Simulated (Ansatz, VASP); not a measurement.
## Two plane-wave programs on ZnSe

Contents of POSCAR:

```
ZnSe
1.0
    0.0000000000      2.8324206823      2.8324206823
    2.8324206823      0.0000000000      2.8324206823
    2.8324206823      2.8324206823      0.0000000000
Zn Se
1 1
Direct
    0.0000000000      0.0000000000      0.0000000000
    0.2500000000      0.2500000000      0.2500000000
```

INCAR.step1

```
SYSTEM = ZnSe
  ALGO = Normal
  EDIFF = 1E-4
  ENCUT = 520
  GGA = PE
  ISMEAR = 0
  LASPH = .TRUE.
  LCHARG = .FALSE.
  LREAL = .FALSE.
  LWAVE = .TRUE.
  NBANDS = 16
  NELM = 60
  PREC = Accurate
  SIGMA = 0.01
```

Contents of INCAR.step2:

```
SYSTEM = ZnSe
  ALGO = Normal
  EDIFF = 1E-6
  ENCUT = 520
  ISIF = 2
  ISMEAR = 0
  ISTART = 1
  LASPH = .TRUE.
  LCHARG = .FALSE.
  LMIXTAU = .TRUE.
  LREAL = .FALSE.
  LWAVE = .FALSE.
  METAGGA = R2SCAN
  NBANDS = 16
  NELM = 60
  PREC = Accurate
  SIGMA = 0.01
```

File KPOINTS:

```
k-points
0
G
  8 8 8
  0 0 0
```

Input for Ansatz:

```yaml
crystal:
  lattice:
    - [0.0, 2.8324206823, 2.8324206823]
    - [2.8324206823, 0.0, 2.8324206823]
    - [2.8324206823, 2.8324206823, 0.0]
  atoms:
    - { symbol: Zn, position: [0.0, 0.0, 0.0] }
    - { symbol: Se, position: [0.25, 0.25, 0.25] }
kpoints:
  mp_grid: { grid: [8, 8, 8] }
  band_path:
    path:
      - [0.0, 0.0, 0.0]
      - [-0.5, -0.5, 0.0]
      - [-0.375, -0.375, 0.25]
      - [-0.375, 0.0, 0.375]
      - [0.0, 0.0, 0.5]
      - [-0.5, -0.25, 0.25]
    npoints: 1
hamiltonian:
  xc: r2scan
scf:
  occupations: { method: fixed }
  n_extra_bands: 4
output:
  forces: true
  stress: true
  eigenvalues: true
```

Alike in both runs: task single point; functional r2SCAN; k mesh 8 × 8 × 8; no spin polarisation.

```csv
,VASP,Ansatz
version,VASP 6.6.1,Ansatz 0.2.0
potentials or method,"VASP PAW PBE potentials, release 64 (Zn, Se)","plane waves, PAW"
plane-wave cutoff (eV),520,500
occupations,"gaussian, width 0.01 eV",fixed
valence electrons in the cell,18,28
```

|  | VASP | Ansatz | Ansatz less VASP |
| --- | --- | --- | --- |
| gap on the k mesh at the Fermi level (eV) | 1.87 | 1.87 | -0.004 |
| pressure (GPa) | 0.1 | 0.0 | -0.10 |

The two sets of potentials don't hold the same shells in valence.

Caveats: the PAW data sets were made with another functional, which shifts forces and pressure a little (VASP). r2SCAN opens gaps a little over a GGA but as a rule still falls short of measured ones.
